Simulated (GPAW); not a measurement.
The system is TaN.

```
Ta N
1.0
     2.92177    0.00000    0.00000
    -1.46088    2.53033    0.00000
     0.00000    0.00000    5.91652
Ta N
2 2
Direct
  0.00000 0.00000 0.50000
  0.00000 0.00000 0.00000
  0.33333 0.66667 0.25000
  0.66667 0.33333 0.75000
```

The cell comes from a database or a generator and needn't be the stable form of this composition.

Base run:

* Program: GPAW 26.7.0
* Functional: PBEsol
* Potentials or basis: PAW data sets generated in the run's folder for this functional
* Cutoff: 800 eV
* Basis: pw
* k mesh: 7 × 7 × 4
* Occupations: fermi-dirac, width 0.05 eV
* Spin: no spin polarisation
* Hubbard terms: Ta d U = 2 eV

Its results: band gap on the k mesh none (metal or under the smearing width); pressure -5.6 GPa.

Task: After a change of settings the same cell gave: band gap on the k mesh none (metal or under the smearing width); pressure 13.5 GPa. Which change was it?
A. hubbard terms from Ta d U = 2 eV to Ta d U = 6 eV
B. hubbard terms from Ta d U = 2 eV to Ta d U = 8 eV
C. hubbard terms from Ta d U = 2 eV to none

Result: B.

Caveats: U without spin polarisation on a metal has little footing.
